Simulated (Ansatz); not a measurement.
C (P6_3/mmc), phonons: input and output

Method: PBEsol, PAW on Ansatz 0.2.0's default frozen-core files (fitted under PBE), scalar-relativistic.

The cell is the relaxed one with its volume scaled by 1.015; the atoms were then relaxed by PAW.

The structure is one entry of a database and needn't be the stable phase.

Command:

```sh
ansatz run input.yaml --threads 1 --pin off --max-ram 3072MiB --backend cpu --events-out ev --progress --plain --runs-dir out
```

Input file:

```yaml
crystal:
  lattice:
    - [2.4711013559, 0.0, 0.0]
    - [-1.23555067795, 2.14003654953, 0.0]
    - [0.0, 0.0, 7.28334786761]
  atoms:
    - { symbol: C, position: [0.0, 0.0, 0.0025] }
    - { symbol: C, position: [0.0, 0.0, 0.5025] }
    - { symbol: C, position: [0.333333333333, 0.666666666667, 0.0025] }
    - { symbol: C, position: [0.666666666667, 0.333333333333, 0.5025] }
kpoints:
  mp_grid: { grid: [10, 10, 4] }
scf:
  occupations: { method: fixed }
hamiltonian:
  xc: pbesol
  pseudopotentials: { kind: paw }
phonons:
  supercell: [1, 1, 1]
```

Output (shortened where marked):

```
Warning: RAYON_NUM_THREADS=1 ignored (pool sized by the plan → 1); use --threads N
Engine: ansatz 0.2.0, aarch64-unknown-linux-gnu
Pseudopotentials: kind: paw
Pseudopotential: C, paw, valence charge 4, recommended cutoff 420 eV (normal), C.paw.azcp
Functional definition: PBEsol
  exchange = pbesol_x
  correlation = pbesol_c
Crystal: 4 atoms, lattice volume = 38.516 Å³
Basis set: ecut = 420 eV, 739 PW (Γ), exchange–correlation on 36×36×100 points (8 copies of the dense FFT grid, shifted against one another)
Bands: 12, of which v1, the nominal top of the filled ones, is band 8 counted from 1 (7 counted from 0)
Symmetry: 24 space group operations
k-points: 42 of 400
Non-local potential: C, projectors of the file, l = 0: 2, l = 1: 2, l = 2: 1
PAW form: soft (Blöchl's): semilocal exchange-correlation on the pseudo side does not see the compensation charge
PAW frozen core: C, regenerated for the run's functional, and the local potential with it (the file was generated under x = pbe(κ = 0.804, μ = 0.2195149727645171), c = pbe(β = 0.06672455060314922))
PAW one-centre angular grid: C, 110 points (default); XC on 64 Gauss nodes
[... 57 lines left out ...]
E sigma→0 (E₀):  -986.764992 eV
Fermi energy:    5.289947 eV
--- Per-component energies (eV) ---
  E_band       = -49.806213
  E_kinetic    = 361.459942
  E_local      = -697.511989  (includes V_loc(G=0)·N_el)
  E_nonlocal   = 109.224064
  E_hartree    = 220.270355
  E_xc         = -189.858405
  E_vxc        = -235.931660  (∫ρ·V_xc dr)
  E_paw        = -381.744238  (= ΣΔE_a)
  E_vpaw       = -27.587290  (= ΣTr[D̂ρ^β])
  E_aug_tail   = 0.000032  (compensation charges beyond the density's cutoff)
  E_ewald      = -408.689154
  E_core_change = 0.084402  (= ΣΔE_core)
  E_smearing   = -0.000000  (= −TS)
  E_closure    = -0.000000  (closes the sum)
  Σ components = -986.764992   (vs F -986.764992, Δ=0.00e0)
--- Forces (eV/Å), atoms counted from 1 ---
  atom   1  C      0.00000000    -0.00000000     0.00000000
  atom   2  C      0.00000000     0.00000000     0.00000000
  atom   3  C      0.00000000    -0.00000000     0.00000000
  atom   4  C      0.00000000     0.00000000     0.00000000
  max |Σ_I F_I| component: 1.11e-16 eV/Å
--- Phonons: 4 displaced members + reference (amplitude 0.0025 Å, Σ member SCF iterations 24) ---
  symmetry images taken by strict's conditions (phonons.symmetry_images: auto; settled by no image being taken that strict refuses)
  ASR residual: 3.482e-4 → 0.000e0 eV/Å²; symmetrization residual: 1.888e-4 eV/Å²
  largest component of a force at the reference: 7.4e-17 eV/Å
  ASR residual per site (eV/Å²): 3.48e-4 3.48e-4 1.30e-4 1.30e-4
  Γ frequencies (cm⁻¹): 0.00 0.00 0.00 26.52 26.52 59.31 873.93 875.36 1557.64 1557.64 1559.59 1559.59
  density of states and harmonic sums: on the 29×29×9 q-mesh, interpolated from the force constants of a 1×1×1 supercell (no non-analytic term)
  largest difference from the sums on the solved wave vectors: F 5.87e-1 eV, S 5.41e-4 and C_V 2.49e-4 eV/K
```

The run converged.

Zone-centre phonons:

Harmonic phonons of a crystal by Kohn-Sham DFT at the given cell, standard atomic masses, acoustic sum rule imposed; negative wavenumbers are unstable modes; optical zone-centre levels upwards with Mulliken labels, activity, and the element with most of the kinetic energy.

- Point group: 6/mmm

```csv
number,phonon wavenumber (cm⁻¹),label,infrared,raman,lead element
1,26.5,E2g,no,yes,C
2,59.3,B1g,no,no,C
3,873.9,B1g,no,no,C
4,875.4,A2u,yes,no,C
5,1558,E2g,no,yes,C
6,1560,E1u,yes,no,C
```

Keep in mind: frozen-core PAW files fitted under PBE, their cores solved anew for the functional of the run; no dispersion correction, so the spacing and stiffness between layers or molecules are poor; cell scaled away from its relaxed volume; zone-boundary modes aren't tested.

Cost: 23 s on 1 thread of Arm Neoverse V1, with other jobs on the host, peak memory 0.38 GiB.
